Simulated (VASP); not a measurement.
## Si (strained lonsdaleite (2H)): a r²SCAN single-point calculation in VASP

INCAR

```
METAGGA = R2SCAN
IBRION = -1
NSW = 0
ISIF = 2
LCHARG = .FALSE.
NELM = 120
LASPH = .TRUE.
ISMEAR = 0
ENCUT = 520
SIGMA = 0.01
LWAVE = .FALSE.
EDIFF = 1E-7
ALGO = Normal
NBANDS = 16
LREAL = .FALSE.
PREC = Accurate
```

KPOINTS

```
KPOINTS created by Atomic Simulation Environment
0
Gamma
12 12 4
0 0 0
```

KPOINTS_OPT

```
special points
7
Reciprocal
0.0000000000 0.0000000000 0.0000000000 1
0.5000000000 0.0000000000 0.0000000000 1
0.3333333333 0.3333333333 0.0000000000 1
0.0000000000 0.0000000000 0.5000000000 1
0.5000000000 0.0000000000 0.5000000000 1
0.3333333333 0.3333333333 0.5000000000 1
0.0000000000 0.5000000000 0.0000000000 1
```

POSCAR

```
Si
 1.0000000000000000
     3.8321295590073570    0.0000000000000000    0.0000000000000000
    -1.9160647795036785    3.3187215486936292    0.0000000000000000
     0.0000000000000000    0.0000000000000000    6.2143925231999999
 Si
   4
Cartesian
 -0.0000000000000000  2.2124810324624193 -0.0045121855187001
  1.9160647795036783  1.1062405162312097  3.1026840760812999
 -0.0000000000000000  2.2124810324624193  2.3349093817187008
  1.9160647795036783  1.1062405162312097  5.4421056433187003
```

VASP ran with the recommended PBE PAW datasets (16 valence electrons in the cell).

Command

```
mpirun -np 1 vasp_std
```

OSZICAR

```
N       E                     dE             d eps       ncg     rms          rms(c)
DAV:   1     0.126406577397E+02    0.12641E+02   -0.61961E+03  1824   0.852E+02
DAV:   2    -0.354638328871E+02   -0.48104E+02   -0.43454E+02  2480   0.125E+02
DAV:   3    -0.373502202483E+02   -0.18864E+01   -0.18725E+01  2488   0.233E+01
DAV:   4    -0.373703608072E+02   -0.20141E-01   -0.20138E-01  2256   0.312E+00
DAV:   5    -0.373706912254E+02   -0.33042E-03   -0.33040E-03  2488   0.378E-01    0.867E+00
DAV:   6    -0.350406401296E+02    0.23301E+01   -0.23023E-01  2208   0.304E+00    0.598E+00
DAV:   7    -0.350323420041E+02    0.82981E-02   -0.27705E-01  2096   0.273E+00    0.532E-01
DAV:   8    -0.350281472279E+02    0.41948E-02   -0.16499E-02  2192   0.693E-01    0.584E-01
DAV:   9    -0.350284738647E+02   -0.32664E-03   -0.66169E-04  2368   0.213E-01    0.991E-02
DAV:  10    -0.350285264560E+02   -0.52591E-04   -0.27446E-05  2240   0.408E-02    0.299E-02
DAV:  11    -0.350285308977E+02   -0.44417E-05   -0.32813E-06  2376   0.116E-02    0.606E-03
DAV:  12    -0.350285337230E+02   -0.28253E-05   -0.35255E-07  2264   0.378E-03    0.164E-03
DAV:  13    -0.350285334660E+02    0.25702E-06   -0.10408E-08  1448   0.684E-04    0.446E-04
DAV:  14    -0.350285332216E+02    0.24444E-06   -0.28791E-09  1232   0.356E-04    0.286E-04
DAV:  15    -0.350285331929E+02    0.28685E-07   -0.55965E-10  1160   0.157E-04
   1 F= -.35028533E+02 E0= -.35028533E+02  d E =-.592872E-46
       N       E                     dE             ncg
DAV:   1     0.196707960024E+04   -0.25335E+04      224
DAV:   2     0.163426794493E+04   -0.33281E+03      312
DAV:   3     0.162138981951E+04   -0.12878E+02      288
DAV:   4     0.162122930082E+04   -0.16052E+00      296
DAV:   5     0.162122648163E+04   -0.28192E-02      296
DAV:   6     0.162122640412E+04   -0.77515E-04      296
DAV:   7     0.162122640119E+04   -0.29300E-05      296
DAV:   8     0.162122640105E+04   -0.13853E-06      256
DAV:   9     0.162122640104E+04   -0.75677E-08      216
```

From OUTCAR

```
k-points           NKPTS =     57   k-points in BZ     NKDIM =     57   number of bands    NBANDS=     16

   NELECT =      16.0000    total number of electrons

   dimension x,y,z NGX =    30 NGY =   30 NGZ =   48
   dimension x,y,z NGXF=    60 NGYF=   60 NGZF=   96

  energy-cutoff  :      520.00
  volume of cell :       79.03
      direct lattice vectors                 reciprocal lattice vectors
     3.832129559  0.000000000  0.000000000     0.260951511  0.150660425  0.000000000
    -1.916064780  3.318721549  0.000000000     0.000000000  0.301320851  0.000000000
     0.000000000  0.000000000  6.214392523     0.000000000  0.000000000  0.160916774

 k-points in reciprocal lattice and weights: KPOINTS created by Atomic Simulation Env
   0.00000000  0.00000000  0.00000000       0.002
   0.08333333  0.00000000  0.00000000       0.010
   0.16666667 -0.00000000  0.00000000       0.010
   0.25000000  0.00000000  0.00000000       0.010
   0.33333333 -0.00000000  0.00000000       0.010
   0.41666667 -0.00000000  0.00000000       0.010
   0.50000000  0.00000000  0.00000000       0.005
   0.08333333  0.08333333  0.00000000       0.010
   ...

 E-fermi :   6.2093

 k-point     1 :       0.0000    0.0000    0.0000
  band No.  band energies     occupation
      1      -6.7641      2.00000
      2      -4.2043      2.00000
      3      -1.4430      2.00000
      4       4.3865      2.00000
      5       4.3865      2.00000
      6       5.8879      2.00000
      7       6.1115      2.00000
      8       6.1115      2.00000
      9       7.3294      0.00000
     10       8.2121      0.00000
     11       8.2121      0.00000
     12       9.0235      0.00000
     13      10.4051      0.00000
     14      10.6040      0.00000
     15      10.6040      0.00000
     16      12.3203      0.00000

 k-point     2 :       0.0833    0.0000    0.0000
  band No.  band energies     occupation
      1      -6.6790      2.00000
      2      -4.1172      2.00000
      3      -1.3983      2.00000
      4       3.6964      2.00000
      5       4.2101      2.00000
      6       5.5001      2.00000
      7       5.7380      2.00000
      8       5.9523      2.00000
      9       7.7370      0.00000
     10       8.4337      0.00000
     11       8.4835      0.00000
     12       9.1265      0.00000
     13      10.3899      0.00000
     14      10.9338      0.00000
     15      11.0934      0.00000
     16      11.8389      0.00000

 k-point     3 :       0.1667   -0.0000    0.0000
  band No.  band energies     occupation
      1      -6.4259      2.00000
      2      -3.8577      2.00000
      3      -1.2940      2.00000
      4       2.4736      2.00000
      5       3.8168      2.00000
      6       4.2496      2.00000
      7       5.3133      2.00000
      8       5.5889      2.00000
      9       7.6105      0.00000
     10       9.0720      0.00000
     11       9.3716      0.00000
     12       9.6568      0.00000
     13      10.0062      0.00000
     14      11.0893      0.00000
     15      11.8068      0.00000
     16      12.0441      0.00000

 k-point     4 :       0.2500    0.0000    0.0000
  band No.  band energies     occupation
      1      -6.0127      2.00000
      2      -3.4325      2.00000
      3      -1.2675      2.00000
      4       1.4053      2.00000
      5       2.8876      2.00000
      6       3.4004      2.00000
      7       4.6845      2.00000
      8       5.1957      2.00000
      9       7.2920      0.00000
     10       9.4778      0.00000
     11       9.4988      0.00000
     12       9.8540      0.00000
     13      10.0887      0.00000
     14      11.5569      0.00000
     15      12.4358      0.00000
     16      13.0390      0.00000

 k-point     5 :       0.3333   -0.0000    0.0000
  band No.  band energies     occupation
      1      -5.4607      2.00000
      2      -2.8594      2.00000
      3      -1.6296      2.00000
      4       0.9256      2.00000
      5       1.5948      2.00000
      6       3.0634      2.00000
      7       3.9641      2.00000
      8       4.8736      2.00000
      9       6.9599      0.00000
     10       9.1442      0.00000
     11       9.5592      0.00000
     12       9.7474      0.00000
     13      10.3454      0.00000
     14      12.8210      0.00000
     15      13.5450      0.00000
     16      13.6621      0.00000

 k-point     6 :       0.4167   -0.0000    0.0000
  band No.  band energies     occupation
      1      -4.8392      2.00000
      2      -2.3502      2.00000
      3      -2.2021      2.00000
      4       0.4908      2.00000
      5       1.0357      2.00000
      6       2.8495      2.00000
      7       3.3035      2.00000
      8       4.6679      2.00000
      9       6.7118      0.00000
     10       8.9106      0.00000
     11       9.4885      0.00000
     12       9.5529      0.00000
     13      10.9338      0.00000
     14      13.1818      0.00000
     15      13.5218      0.00000
     16      14.6383      0.00000

 k-point     7 :       0.5000    0.0000    0.0000
  band No.  band energies     occupation
      1      -4.4668      2.00000
      2      -2.7934      2.00000
      3      -1.7939      2.00000
      4      -0.0682      2.00000
      5       1.1945      2.00000
      6       2.7766      2.00000
      7       2.9917      2.00000
      8       4.5976      2.00000
      9       6.6212      0.00000
     10       8.8299      0.00000
     11       9.4515      0.00000
     12       9.4939      0.00000
     13      11.2848      0.00000
     14      13.0400      0.00000
     15      13.2765      0.00000
     16      14.9600      0.00000

 k-point     8 :       0.0833    0.0833    0.0000
  band No.  band energies     occupation
      1      -6.5098      2.00000
      2      -3.9439      2.00000
      3      -1.3227      2.00000
      4       2.8562      2.00000
      5       3.8198      2.00000
      6       4.6503      2.00000
      7       5.4836      2.00000
      8       5.6185      2.00000
      9       8.0938      0.00000
     10       8.3462      0.00000
     11       9.3024      0.00000
     12       9.4436      0.00000
     13      10.6262      0.00000
     14      10.7863      0.00000
     15      11.3748      0.00000
     16      11.8830      0.00000

 k-point     9 :       0.1667    0.0833    0.0000
  band No.  band energies     occupation
      1      -6.1761      2.00000
      2      -3.6010      2.00000
      3      -1.2461      2.00000
      4       1.8327      2.00000
      5       3.2663      2.00000
      6       3.4526      2.00000
      7       5.0075      2.00000
      8       5.1280      2.00000
      9       7.9232      0.00000
     10       8.9996      0.00000
     11       9.6206      0.00000
     12      10.0517      0.00000
     13      10.2829      0.00000
     14      11.0090      0.00000
     15      11.7173      0.00000
     16      12.1745      0.00000

 k-point    10 :       0.2500    0.0833    0.0000
  band No.  band energies     occupation
      1      -5.6908      2.00000
      2      -3.0993      2.00000
      3      -1.3985      2.00000
      4       1.1072      2.00000
      5       2.1838      2.00000
      6       2.8051      2.00000
      7       4.3552      2.00000
      8       4.6955      2.00000
      9       7.6250      0.00000
     10       9.1338      0.00000
     11       9.8189      0.00000
     12      10.1578      0.00000
     13      10.1802      0.00000
     14      11.5570      0.00000
     15      13.0082      0.00000
     16      13.0772      0.00000

 k-point    11 :       0.3333    0.0833    0.0000
  band No.  band energies     occupation
      1      -5.0893      2.00000
      2      -2.4698      2.00000
      3      -1.9917      2.00000
      4       0.9907      2.00000
      5       1.0007      2.00000
      6       2.5089      2.00000
      7       3.6461      2.00000
      8       4.3897      2.00000
      9       7.3724      0.00000
     10       8.8033      0.00000
     11       9.5598      0.00000
     12      10.3034      0.00000
     13      10.6996      0.00000
     14      12.8343      0.00000
     15      13.2863      0.00000
     16      13.9488      0.00000

 k-point    12 :       0.4167    0.0833    0.0000
  band No.  band energies     occupation
      1      -4.5149      2.00000
      2      -2.6712      2.00000
      3      -1.8515      2.00000
      4       0.0958      2.00000
      5       1.1711      2.00000
      6       2.4189      2.00000
      7       3.0734      2.00000
      8       4.2331      2.00000
      9       7.2274      0.00000
     10       8.6014      0.00000
     11       9.4097      0.00000
     12      10.3562      0.00000
     13      11.2429      0.00000
     14      13.1615      0.00000
     15      13.2198      0.00000
     16      14.4287      0.00000

 ...

  Total        0.2653048      0.2653048      2.2224454      0.0000000     -0.0000000      0.0000000
  in kB        5.3783124      5.3783124     45.0538589      0.0000000     -0.0000000      0.0000000
  external PRESSURE =      18.6034945 kB  Pullay stress =       0.0000000 kB

 POSITION                                       TOTAL-FORCE (eV/Angst)
 -----------------------------------------------------------------------------------
      0.00000      2.21248      6.20988         0.000000     -0.000000      0.000352
      1.91606      1.10624      3.10268         0.000000      0.000000      0.000352
      0.00000      2.21248      2.33491        -0.000000      0.000000     -0.000352
      1.91606      1.10624      5.44211         0.000000     -0.000000     -0.000352
 -----------------------------------------------------------------------------------
    total drift:                                0.000000      0.000000      0.000000

  FREE ENERGIE OF THE ION-ELECTRON SYSTEM (eV)
  ---------------------------------------------------
  free  energy   TOTEN  =       -35.0285331929 eV

  energy  without entropy=      -35.0285331929  energy(sigma->0) =      -35.02853319
```

| Item | Value |
| --- | --- |
| gap between bands v and c | 0.51 eV |
| least direct gap | 1.22 eV |
| pressure | 1.9 GPa |

Band v is the last that the valence electrons fill when counted band by band, and c is the next.

The run took about 3.4 min on one core of a shared host (Intel Xeon Platinum 8488C) and held 0.24 GiB at most.
